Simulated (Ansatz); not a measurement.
## 25Mg fingerprints of the forms of MgH₂

The numbers come from a DFT calculation in Ansatz (PBE, plane waves and PAW, scalar-relativistic, 420 eV cutoff). Q(25Mg) = 199.4 mb, I = 5/2. The cells come from the Materials Project (computed, not necessarily observed phases), with the atoms as given or relaxed (PBE, cell held). Spin–orbit coupling is left out.

Q: A calculated 25Mg parameter set reads: |C_Q| = 3.04 MHz, η = 0.88. Which structure does it belong to?
A.
MgH2
```cif
data_MgH2
_symmetry_space_group_name_H-M 'Pbca'
_symmetry_Int_Tables_number 61
_cell_length_a 4.7219
_cell_length_b 9.3058
_cell_length_c 4.8703
_cell_angle_alpha 90.000
_cell_angle_beta 90.000
_cell_angle_gamma 90.000
loop_
_atom_site_label
_atom_site_type_symbol
_atom_site_symmetry_multiplicity
_atom_site_Wyckoff_symbol
_atom_site_fract_x
_atom_site_fract_y
_atom_site_fract_z
Mg Mg 8 c 0.2748 0.1178 0.0286
H9 H 8 c 0.5114 0.4748 0.2422
H13 H 8 c 0.3363 0.7038 0.3777
```
B.
MgH2
Space group P4_2/mnm (No. 136); a = 4.4767, c = 2.9925 Å.

```
site  Wyckoff  site symmetry       x       y       z
  Mg       2a           m.mm  0.5000  0.5000  0.5000
   H       4f           m.2m  0.6956  0.6956  0.0000
```

A: B. MgH2 in P4_2/mnm gives |C_Q| = 3.04 MHz, η = 0.88; there Mg has 6 H at 1.93–1.94 Å. MgH2 in Pbca gives |C_Q| = 4.29 MHz, η = 0.20; there Mg has 7 H at 1.89–2.16 Å.
